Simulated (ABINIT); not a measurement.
A run of ABINIT 10.8.3 (patched build) is set up as follows.

File run.abi:

```
pp_dirpath "./"
pseudos "Zn.GGA_PBE-JTH.xml, O.GGA_PBE-JTH.xml"

acell 3.249308 3.249308 5.205709 Angstrom
rprim
     1.0000000000     0.0000000000     0.0000000000
    -0.5000000000     0.8660254038     0.0000000000
     0.0000000000     0.0000000000     1.0000000000
ntypat 2
znucl 30 8
natom 4
typat 1 1 2 2
xred
     0.6666666667     0.3333333333     0.0000000000
     0.3333333333     0.6666666667     0.5000000000
     0.3333333333     0.6666666667     0.8790100000
     0.6666666667     0.3333333333     0.3790100000

ecut 28.0
pawecutdg 50.0
pawxcdev 0

kptopt 1
ngkpt 9 9 5
nshiftk 1
shiftk 0.0 0.0 0.0

ixc -120135

nband 22
occopt 3
tsmear 0.00183747

nstep 100
tolvrs 1.0e-9

iomode 3
prtwf 0
prteig 0
prtebands 0
enunit 1
prtden 1
prtvha 1
prtvclmb 1
prtpot 1
```

Potentials or basis: JTH PAW PBE v2.0.

The run is started by

```sh
$ abinit run.abi > log 2>&1
```

Q: What does it give for the band gap on the k mesh?

A: 0.81 eV, direct.

Q: Predict the largest force.

A: 0.064 eV/Å.

Stress tensor (GPa, compression positive):
```
-2.06  0.00  0.00
 0.00 -2.06  0.00
 0.00  0.00 -0.38
```

Caveat: the PAW data sets were made with another functional, which shifts forces and pressure a little.

**What was measured.**

From “Electronic structure of alkaline earth and post-transition metal oxides”, 2009, arxiv:0908.1581, for a bulk crystal of ZnO: band gap 3.37 eV.

Measured gap of ZnO: 3.37 eV (quoted in “Electronic structure of alkaline earth and post-transition metal oxides”, 2009, arxiv:0908.1581). This calculation gives 0.81 eV (-2.56 eV). So large a miss can be the level of theory's own, or it may mean another phase, state or a wrong row. The value is that of AM05, without temperature or zero-point motion. Semilocal functionals fall short of measured gaps as a rule.
